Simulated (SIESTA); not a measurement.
Here is a SIESTA 5.4.2 calculation.

The input Ta2N.fdf:

```
SystemName                      Ta2N
SystemLabel                     Ta2N
NumberOfSpecies                 2
NumberOfAtoms                   3
%block ChemicalSpeciesLabel
  1  73 Ta
  2   7 N
%endblock ChemicalSpeciesLabel

LatticeConstant                 1.0 Ang
%block LatticeVectors
     3.1128615060     0.0000000000     0.0000000000
    -1.5564307530     2.6958171426     0.0000000000
     0.0000000000     0.0000000000     4.8698410000
%endblock LatticeVectors
AtomicCoordinatesFormat         Fractional
%block AtomicCoordinatesAndAtomicSpecies
     0.3246030000     0.6534240000     0.2512930000  1  Ta
     0.6906880000     0.3422290000     0.7432110000  1  Ta
    -0.0016550000     0.0058830000     0.0039570000  2  N
%endblock AtomicCoordinatesAndAtomicSpecies

%block kgrid.MonkhorstPack
   10   0   0  0.0
    0  10   0  0.0
    0   0   6  0.0
%endblock kgrid.MonkhorstPack
XC.Functional                   GGA
XC.Authors                      PBE
PAO.BasisSize                   DZP
PAO.EnergyShift                 0.003 Ry
Mesh.Cutoff                     800 Ry
OccupationFunction              FD
ElectronicTemperature           0.05 eV
MaxSCFIterations                120
SCF.MustConverge                false
SCF.Mixer.Method                Pulay
SCF.Mixer.Weight                0.25
SCF.Mixer.History               8
SCF.DM.Tolerance                5.0e-05
SCF.H.Tolerance                 1.0e-03 eV
WriteForces                     true
Charge.Mulliken                 end
%block PAO.Basis
  Ta 5
  n=5 0 2
    3.138 0.000
  n=6 0 2
    7.733 0.000
  n=5 1 2
    3.782 0.000
  n=6 1 1
    7.733
  n=5 2 2
    7.181 0.000
%endblock PAO.Basis
```

Potentials or basis: PseudoDojo 0.4 standard (PBE files), DZP (energy shift 0.003 Ry; two zetas on semicore shells).

The run is started by

```console
$ siesta < Ta2N.fdf > Ta2N.out 2>&1
```

Problem. Predict the band gap on the k mesh.

Solution. None (metal or under the smearing width).

Problem. Predict the largest force.

Solution. 1.017 eV/Å.

Problem. Estimate the pressure.

Solution. 2.5 GPa.

Forces on the atoms (eV/Å):
```
Ta  -0.041  0.406  0.931
Ta  -0.483 -0.003 -0.446
N    0.523 -0.403 -0.484
```

Caveat: short orbitals over semicore shells can move pressures by several GPa; the basis of atomic orbitals isn't converged, which shifts pressures, moduli and gaps. Spin-orbit coupling is left out, which matters for the levels of Ta.
